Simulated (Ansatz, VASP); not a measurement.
# InSb: VASP beside Ansatz

```xyz
2
Lattice="0.0000 3.2251 3.2251 3.2251 0.0000 3.2251 3.2251 3.2251 0.0000" Properties=species:S:1:pos:R:3 pbc="T T T"
In    0.0000    0.0000    0.0000
Sb    4.8376    4.8376    4.8376
```

Alike in both runs: functional LDA; k mesh 12 × 12 × 12; occupations gaussian, width 0.1 eV; no spin polarisation.

Ansatz relaxed the structure, and its values are those at the end. VASP's run is a single point on that final structure, the one shown.

|  | VASP | Ansatz |
| --- | --- | --- |
| version | VASP 6.6.1 | Ansatz 0.2.0 |
| potentials or method | VASP PAW LDA potentials, release 64 (In_d, Sb) | scalar-relativistic, plane waves, PAW |
| plane-wave cutoff (eV) | 520 | 420 |
| valence electrons in the cell | 18 | 28 |

```csv
,VASP,Ansatz,Ansatz less VASP
gap on the k mesh at the Fermi level (eV),none,none,-
pressure (GPa),0.1,0.0,-0.09
```

A gap of «none» marks a metal or a gap that the smearing closes. The two sets of potentials don't hold the same shells in valence.

Caveats: this crystal is a semiconductor, whose small gap the functional closes, so the metal is an error of the method. The runs have no spin-orbit coupling, so splittings on Sb are missing.
